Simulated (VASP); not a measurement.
Set up this calculation in VASP 6.6.1, as the native input.

```
Task                   : relaxation of shape and atoms at fixed volume
Functional             : PBE
Potentials or basis    : VASP PAW PBE potentials, release 64 (Al, N)
Cutoff                 : 520 eV
k mesh                 : 3 × 3 × 1
Occupations            : gaussian, width 0.02 eV
Spin                   : no spin polarisation
Further INCAR settings : ALGO = Normal; EDIFF = 1e-07; IBRION = 2; EDIFFG = -0.002; NSW = 80; ISIF = 4
```

The structure of AlN lies in POSCAR:

```
AlN                                     
1.0
    3.2136241442      0.0000000000      0.0000000000
   -1.6068120721      2.7830801449      0.0000000000
    0.0000000000      0.0000000000      5.0306749872
  Al              N             
     2     2
Direct
     0.3333333300000021    0.6666666699999979    0.9961855878091868
     0.6666666699999979    0.3333333300000021    0.4961855878091868
     0.3333333300000021    0.6666666699999979    0.3838144121908158
     0.6666666699999979    0.3333333300000021    0.8838144121908158
```

The cell isn't the ideal one: a relaxed cell with its volume scaled by 1.06.

One way to write it, as run:

INCAR

```
SYSTEM = AlN
PREC = Accurate ; ENCUT = 520
EDIFF = 1E-7 ; ISMEAR = 0
SIGMA = 0.02 ; LREAL = .False.
LASPH = .True. ; NELM = 60
ALGO = Normal ; ISIF = 4
LWAVE = .False. ; LCHARG = .False.
GGA = PE ; IBRION = 2
NSW = 80 ; EDIFFG = -0.002
```

KPOINTS

```
regular mesh
0
Gamma
  3 3 1
  0 0 0
```

Potentials or basis: VASP PAW PBE potentials, release 64 (Al, N).

Command:

```bash
$ cat potpaw_PBE.64/Al/POTCAR potpaw_PBE.64/N/POTCAR > POTCAR
$ mpirun -np 1 vasp_std > vasp.out
```

It gave:

```
Energy gained by relaxing : 0.2 meV/atom
Ionic steps               : 5
Pressure after relaxing   : -10.2 GPa
Band gap on the k mesh    : 3.46 eV, direct
```

Caveat: the k mesh is coarse (spacing up to 1.25 Å⁻¹), so the values aren't converged.

It took 7.2 s on 1 thread of Intel(R) Xeon(R) Platinum 8488C (Sapphire Rapids), on a shared host, peak memory 0.14 GiB.
